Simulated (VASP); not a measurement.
# AlAs (F-43m) in VASP: a series of runs

Runs on AlAs. Level: PBEsol. Tasks: relaxation of cell and atoms.

Program: VASP 6.6.1. These are calculated values, not measurements. Logs are shortened: lines on timing, memory, paths and dates and some standing lists are left out, and cuts for length are marked.

## Step 1: The crystal as given

Symmetry: F-43m, No. 216, cubic system. Conventional cell: a = 5.661 Å, b = 5.661 Å, c = 5.661 Å, α = 90.00°, β = 90.00°, γ = 90.00°. Around Al (site symmetry -43m) lie 4 As at 2.45 Å. Around As (site symmetry -43m) lie 4 Al at 2.45 Å.

## Step 2: Relaxation of cell and atoms, PBEsol

INCAR reads:

```
SYSTEM = AlAs
PREC     = Accurate       ! precision mode
ENCUT    = 600            ! plane-wave cutoff, eV
EDIFF    = 1E-6           ! SCF threshold, eV
ISMEAR   = 0              ! smearing method
SIGMA    = 0.03           ! smearing width, eV
LREAL    = .FALSE.        ! projectors in reciprocal space
LASPH    = .TRUE.         ! aspherical terms in the spheres
NELM     = 80             ! most SCF steps
ALGO     = Normal         ! electronic algorithm
ISIF     = 3              ! what is computed and relaxed
LWAVE    = .FALSE.        ! write WAVECAR
LCHARG   = .FALSE.        ! write CHGCAR
GGA      = PS             ! functional
IBRION   = 2              ! ionic algorithm
NSW      = 90             ! ionic steps
EDIFFG   = -0.01          ! ionic threshold
KPAR     = 8
```

KPOINTS reads:

```
Automatic mesh
0
G
  8 8 8
  0 0 0
```

POSCAR reads:

```
AlAs
1.0
    0.0000000000      2.8304000000      2.8304000000
    2.8304000000      0.0000000000      2.8304000000
    2.8304000000      2.8304000000      0.0000000000
Al As
1 1
Direct
    0.0000000000      0.0000000000      0.0000000000
    0.2500000000      0.2500000000      0.2500000000
```

Potentials or basis: VASP PAW PBE potentials, release 64 (Al, As).

On the command line:

```sh
$ cat potpaw_PBE.64/Al/POTCAR potpaw_PBE.64/As/POTCAR > POTCAR
$ mpirun -np 8 vasp_std > vasp.out
```

OUTCAR:

```text
SYSTEM = AlAs
   PREC = Accurate
   ENCUT = 600
   EDIFF = 1E-6
   ISMEAR = 0
   LREAL = .FALSE.
   LASPH = .TRUE.
   NELM = 80
   ISIF = 3
   GGA = PS
   IBRION = 2
   NSW = 90
   EDIFFG = -0.01

 ion  position               nearest neighbor table
   1  0.000  0.000  0.000-   2 2.45   2 2.45   2 2.45   2 2.45
   2  0.250  0.250  0.250-   1 2.45   1 2.45   1 2.45   1 2.45

  LATTYP: Found a face centered cubic cell.
 ALAT       =     5.6608000000

  Lattice vectors:

 A1 = (   0.0000000000,   2.8304000000,   2.8304000000)
 A2 = (   2.8304000000,   0.0000000000,   2.8304000000)
 A3 = (   2.8304000000,   2.8304000000,   0.0000000000)

Analysis of symmetry for initial positions (statically):
=====================================================================
 Subroutine PRICEL returns:
 Original cell was already a primitive cell.

 Routine SETGRP: Setting up the symmetry group for a
 face centered cubic supercell.

 Subroutine GETGRP returns: Found 24 space group operations
 (whereof 24 operations were pure point group operations)
 out of a pool of 48 trial point group operations.

The static configuration has the point symmetry T_d .

Analysis of symmetry for dynamics (positions and initial velocities):
=====================================================================
 Subroutine PRICEL returns:
 Original cell was already a primitive cell.

 Routine SETGRP: Setting up the symmetry group for a
 face centered cubic supercell.

 Subroutine GETGRP returns: Found 24 space group operations
 (whereof 24 operations were pure point group operations)
 out of a pool of 48 trial point group operations.

The dynamic configuration has the point symmetry T_d .

 Subroutine INISYM returns: Found 24 space group operations
 (whereof 24 operations are pure point group operations),
 and found     1 'primitive' translations

----------------------------------------------------------------------------------------

                                     Primitive cell

  volume of cell :      45.3496

  direct lattice vectors                    reciprocal lattice vectors
     0.000000000  2.830400000  2.830400000    -0.176653477  0.176653477  0.176653477
     2.830400000  0.000000000  2.830400000     0.176653477 -0.176653477  0.176653477
     2.830400000  2.830400000  0.000000000     0.176653477  0.176653477 -0.176653477

  length of vectors
     4.002790067  4.002790067  4.002790067     0.305972797  0.305972797  0.305972797

  position of ions in fractional coordinates (direct lattice)
     0.000000000  0.000000000  0.000000000
     0.250000000  0.250000000  0.250000000

  ion indices of the primitive-cell ions
   primitive index   ion index
                 1           1
                 2           2

----------------------------------------------------------------------------------------

 KPOINTS: Automatic mesh

Automatic generation of k-mesh.
 Grid dimensions read from file:
 generate k-points for:    8    8    8

 Generating k-lattice:

  Cartesian coordinates                     Fractional coordinates (reciprocal lattice)
    -0.022081685  0.022081685  0.022081685     0.125000000  0.000000000  0.000000000
     0.022081685 -0.022081685  0.022081685     0.000000000  0.125000000  0.000000000
     0.022081685  0.022081685 -0.022081685     0.000000000  0.000000000  0.125000000

  Length of vectors
     0.038246600  0.038246600  0.038246600

  Shift w.r.t. Gamma in fractional coordinates (k-lattice)
     0.000000000  0.000000000  0.000000000

 Subroutine IBZKPT returns following result:
 ===========================================

 Found     29 irreducible k-points:

 Following reciprocal coordinates:
            Coordinates               Weight
  0.000000  0.000000  0.000000      1.000000
  0.125000  0.000000  0.000000      8.000000
  0.250000  0.000000  0.000000      8.000000
  0.375000  0.000000  0.000000      8.000000
  0.500000  0.000000  0.000000      4.000000
  0.125000  0.125000  0.000000      6.000000
[... 16 lines left out ...]
  0.500000  0.250000  0.125000     48.000000
 -0.375000  0.250000  0.125000     24.000000
 [... further k-points ...]
   k-points           NKPTS =     29   k-points in BZ     NKDIM =     29   number of bands    NBANDS=      8
   number of dos      NEDOS =    301   number of ions     NIONS =      2
   total plane-waves  NPLWV =  32768
   dimension x,y,z NGX =    32 NGY =   32 NGZ =   32
   dimension x,y,z NGXF=    64 NGYF=   64 NGZF=   64
   ions per type =               1   1
   NGX,Y,Z   is equivalent  to a cutoff of  13.29, 13.29, 13.29 a.u.
   NGXF,Y,Z  is equivalent  to a cutoff of  26.58, 26.58, 26.58 a.u.
 SYSTEM =  AlAs
   PREC   = accura    normal or accurate (medium, high low for compatibility)
   ISTART =      0    job   : 0-new  1-cont  2-samecut
   ICHARG =      2    charge: 1-file 2-atom 10-const
   ISPIN  =      1    spin polarized calculation?
   LNONCOLLINEAR =      F non collinear calculations
   LSORBIT =      F    spin-orbit coupling
   LASPH  =      T    aspherical Exc in radial PAW
   ENCUT  =  600.0 eV  44.10 Ry    6.64 a.u.   7.99  7.99  7.99*2*pi/ulx,y,z
   NELM   =     80;   NELMIN=  2; NELMDL= -5     # of ELM steps
   EDIFF  = 0.1E-05   stopping-criterion for ELM
   LREAL  =      F    real-space projection
   EDIFFG = -.1E-01   stopping-criterion for IOM
   NSW    =     90    number of steps for IOM
   IBRION =      2    ionic relax: 0-MD 1-quasi-New 2-CG
   NFREE  =      1    steps in history (QN), initial steepest desc. (CG)
   ISIF   =      3    stress and relaxation
   ISYM   =      2    0-nonsym 1-usesym 2-fastsym
   POTIM  = 0.5000    time-step for ionic-motion
   TEBEG  =    0.0;   TEEND  =   0.0 temperature during run
   PSTRESS=    0.0 pullay stress
   NELECT =       8.0000    total number of electrons
   NUPDOWN=      -1.0000    fix difference up-down
   EMIN   =  10.00;   EMAX   =-10.00  energy-range for DOS
   EFERMI =   0.00;   METHOD = LEGACY
   ISMEAR =     0;   SIGMA  =   0.03  broadening in eV -4-tet -1-fermi 0-gaus
   EFERMI_NEDOS =   21; number of points for ismear=-14 and -15
   IALGO  =     38    algorithm
   IMIX   =      4    mixing-type and parameters
     AMIX     =   0.40;   BMIX     =  1.00
     AMIX_MAG =   1.60;   BMIX_MAG =  1.00
  volume/ion in A,a.u.               =      22.67       153.02
  Fermi-wavevector in a.u.,A,eV,Ry     =   0.918150  1.735052 11.469706  0.843000
  Thomas-Fermi vector in A             =   2.043199
   LORBIT       =      0    0 simple, 1 ext, 2 COOP (PROOUT), +10 PAW based schemes
   GGA     = PS    functional components
   LHFCALC =     F    Hartree Fock is set to
   AEXX    =    0.0000 exact exchange contribution
   IVDW    =     0    specifies the selected vdW correction
   LEPSILON=     F    determine dielectric tensor
   LRPA    =     F    only Hartree local field effects (RPA)
 conjugate gradient relaxation of ions
 non-spin polarized calculation
 Gauss-broadening in eV      SIGMA  =   0.03
  energy-cutoff  :      600.00
  volume of cell :       45.35
 maximum number of plane-waves:      1540
   NGX = 15   NGY = 15   NGZ = 15

--------------------------------------- Ionic step        1  -------------------------------------------

 number of electron       8.0000001 magnetization

 Free energy of the ion-electron system (eV)
  ---------------------------------------------------
  ext. energy  EPLUGINS =         0.00000000
  ---------------------------------------------------
  free energy    TOTEN  =       -10.06365207 eV

  energy without entropy =      -10.06365207  energy(sigma->0) =      -10.06365207

------------------------ aborting loop because EDIFF is reached ----------------------------------------

  FORCE on cell =-STRESS in cart. coord.  units (eV):
  Direction    XX          YY          ZZ          XY          YZ          ZX
  --------------------------------------------------------------------------------------
  -------------------------------------------------------------------------------------
  Total        0.2326517      0.2326517      0.2326517      0.0000000      0.0000000     -0.0000000
  in kB        8.2194622      8.2194622      8.2194622      0.0000000      0.0000000     -0.0000000
  external PRESSURE =       8.2194622 kB  Pullay stress =       0.0000000 kB

 VOLUME and BASIS-vectors are now :
 -----------------------------------------------------------------------------
  energy-cutoff  :      600.00
  volume of cell :       45.35
      direct lattice vectors                 reciprocal lattice vectors
     0.000000000  2.830400000  2.830400000    -0.176653477  0.176653477  0.176653477
     2.830400000  0.000000000  2.830400000     0.176653477 -0.176653477  0.176653477
     2.830400000  2.830400000  0.000000000     0.176653477  0.176653477 -0.176653477
[... 37 lines left out ...]
 POSITION                                       TOTAL-FORCE (eV/Angst)
 -----------------------------------------------------------------------------------
      2.84628      5.69257      2.84628         0.000000      0.000000      0.000000
      1.42314      1.42314      1.42314        -0.000000     -0.000000     -0.000000
 -----------------------------------------------------------------------------------
    total drift:                                0.000000      0.000000      0.000000

  FREE ENERGIE OF THE ION-ELECTRON SYSTEM (eV)
  ---------------------------------------------------
  free  energy   TOTEN  =       -10.0646022920 eV

  energy  without entropy=      -10.0646022920  energy(sigma->0) =      -10.06460229

--------------------------------------- Ionic step        3  -------------------------------------------

 number of electron       8.0000001 magnetization

 Free energy of the ion-electron system (eV)
  ---------------------------------------------------
  ext. energy  EPLUGINS =         0.00000000
  ---------------------------------------------------
  free energy    TOTEN  =       -10.06493621 eV

  energy without entropy =      -10.06493621  energy(sigma->0) =      -10.06493621

 E-fermi :   3.8681     XC(G=0):  -9.1529

 val. band max:        3.7082847654   @ k =   0.0000   0.0000   0.0000
 cond. band min:       5.0465055100   @ k =   0.5000   0.5000   0.0000
 fundamental gap:      1.3382207445
 Fermi energy:         3.8681211337

 k-point     1 :       0.0000    0.0000    0.0000
  band No.  band energies     occupation
      1      -8.1168      2.00000
      2       3.7083      2.00000
      3       3.7083      2.00000
      4       3.7083      2.00000
      5       5.6018      0.00000
      6       7.9525      0.00000
      7       7.9525      0.00000
      8       7.9525      0.00000

 k-point     2 :       0.1250    0.0000    0.0000
  band No.  band energies     occupation
      1      -7.9655      2.00000
      2       2.2653      2.00000
      3       3.5484      2.00000
      4       3.5484      2.00000
      5       6.3800      0.00000
      6       8.2321      0.00000
      7       8.2321      0.00000
      8       8.3251      0.00000
[... 221 lines left out ...]
 k-point    23 :       0.5000    0.2500    0.1250
  band No.  band energies     occupation
      1      -6.7081      2.00000
      2      -1.0585      2.00000
      3       1.1712      2.00000
      4       2.3550      2.00000
      5       7.3045      0.00000
      6       8.0792      0.00000
      7       9.4021      0.00000
      8      10.4919      0.00000

 k-point    24 :      -0.3750    0.2500    0.1250
  band No.  band energies     occupation
      1      -6.4569      2.00000
      2      -1.5329      2.00000
      3       1.0195      2.00000
      4       2.1723      2.00000
      5       7.2939      0.00000
      6       7.8607      0.00000
      7      10.3076      0.00000
      8      11.2383      0.00000

 [... further k-points ...]

------------------------ aborting loop because EDIFF is reached ----------------------------------------

  FORCE on cell =-STRESS in cart. coord.  units (eV):
  Direction    XX          YY          ZZ          XY          YZ          ZX
  --------------------------------------------------------------------------------------
  -------------------------------------------------------------------------------------
  Total        0.0008354      0.0008354      0.0008354      0.0000000      0.0000000     -0.0000000
  in kB        0.0291894      0.0291894      0.0291894      0.0000000      0.0000000     -0.0000000
  external PRESSURE =       0.0291894 kB  Pullay stress =       0.0000000 kB

 VOLUME and BASIS-vectors are now :
 -----------------------------------------------------------------------------
  energy-cutoff  :      600.00
  volume of cell :       45.86
      direct lattice vectors                 reciprocal lattice vectors
     0.000000000  2.840884473  2.840884473    -0.176001525  0.176001525  0.176001525
     2.840884473  0.000000000  2.840884473     0.176001525 -0.176001525  0.176001525
     2.840884473  2.840884473 -0.000000000     0.176001525  0.176001525 -0.176001525

 POSITION                                       TOTAL-FORCE (eV/Angst)
 -----------------------------------------------------------------------------------
      0.00000      0.00000      0.00000         0.000000     -0.000000     -0.000000
      1.42044      1.42044      1.42044        -0.000000      0.000000      0.000000
 -----------------------------------------------------------------------------------
    total drift:                                0.000000      0.000000      0.000000

  FREE ENERGIE OF THE ION-ELECTRON SYSTEM (eV)
  ---------------------------------------------------
  free  energy   TOTEN  =       -10.0649362116 eV

  energy  without entropy=      -10.0649362116  energy(sigma->0) =      -10.06493621

 reached required accuracy - stopping structural energy minimisation
```

Run time: 18 s. Hardware: 8 MPI ranks of Intel Xeon Platinum 8559C (Emerald Rapids), shared host; peak memory 0.19 GiB.

Results:

| Item | Value |
| --- | --- |
| Free energy | -10.0649 eV |
| Relaxed volume | 22.93 Å³/atom |
| Relaxed cell | a = 4.018 Å, b = 4.018 Å, c = 4.018 Å, α = 60.00°, β = 60.00°, γ = 60.00° |
| Space group after relaxing (to 0.05 Å) | F-43m (No. 216) |
| Energy gained by relaxing | 0.6 meV/atom |
| Ionic steps | 3 |
| Pressure after relaxing | 0.0 GPa |
| Band gap on the k mesh | 1.34 eV, indirect (least direct gap 1.89 eV) |

The path:
```
step  energy change (eV)  largest force (eV/Å)  pressure (GPa)  volume (Å³)
   1              0.0000                0.0000            0.82        45.35
   2             -0.0010                0.0000           -0.41        46.12
   3             -0.0013                0.0000            0.00        45.86
```

Final structure:
```xyz
2
Lattice="0.0000 2.8409 2.8409 2.8409 0.0000 2.8409 2.8409 2.8409 0.0000" Properties=species:S:1:pos:R:3 pbc="T T T"
Al    0.0000    0.0000    0.0000
As    1.4204    1.4204    1.4204
```

Caveat: the PAW data sets were made with another functional, which shifts forces and pressure a little. A k mesh can miss the band edges.

## Step 3: Relaxation of cell and atoms, PBEsol

This run uses another cell than the first one, of 22.93 Å³/atom, 1.011 times its volume.

INCAR: that of step 2 with these lines changed.

```diff
@@ -3,3 +3,3 @@
 ENCUT    = 600            ! plane-wave cutoff, eV
-EDIFF    = 1E-6           ! SCF threshold, eV
+EDIFF    = 1E-7           ! SCF threshold, eV
 ISMEAR   = 0              ! smearing method
@@ -16,3 +16,3 @@
 NSW      = 90             ! ionic steps
-EDIFFG   = -0.01          ! ionic threshold
+EDIFFG   = -0.005         ! ionic threshold
 KPAR     = 8
```

KPOINTS is that of step 2.

POSCAR reads:

```
AlAs                                    
1.0
    0.0000000000      2.8408844734      2.8408844734
    2.8408844734      0.0000000000      2.8408844734
    2.8408844734      2.8408844734     -0.0000000000
  Al              As            
     1     1
Direct
     0.0000000000000000    0.0000000000000000    0.0000000000000000
     0.2500000000000000    0.2500000000000000    0.2500000000000000
```

Potentials or basis: VASP PAW PBE potentials, release 64 (Al, As).

On the command line:

```sh
$ cat potpaw_PBE.64/Al/POTCAR potpaw_PBE.64/As/POTCAR > POTCAR
$ mpirun -np 8 vasp_std > vasp.out
```

Wall time 11 s (8 MPI ranks of Intel Xeon Platinum 8559C (Emerald Rapids), shared host); peak memory 0.18 GiB.

It converged, with:

```
Free energy             : -10.0649 eV
Pressure after relaxing : 0.0 GPa
Band gap on the k mesh  : 1.34 eV, indirect (least direct gap 1.89 eV)
```

Final structure:
```
CELL_PARAMETERS angstrom
0.00000 2.84088 2.84088
2.84088 0.00000 2.84088
2.84088 2.84088 0.00000
ATOMIC_POSITIONS crystal
Al 0.00000 0.00000 0.00000
As 0.25000 0.25000 0.25000
```

Levels at points of the mesh, in eV from the valence-band top:
```
           k point  band 2  band 3  band 4  band 5  band 6  band 7
(0.00, 0.00, 0.00)    0.00    0.00    0.00    1.89    4.24    4.24
(0.50, 0.00, 0.00)   -5.55   -0.82   -0.82    2.04    4.62    4.62
(0.50, 0.50, 0.00)   -5.40   -2.16   -2.16    1.34    2.22   10.20
```

Caveat: the relaxation stopped at its first step, so nothing moved; the PAW data sets were made with another functional, which shifts forces and pressure a little. As with any semilocal functional, this PBEsol gap is likely too small.

(Continued in part 2 of 2.)
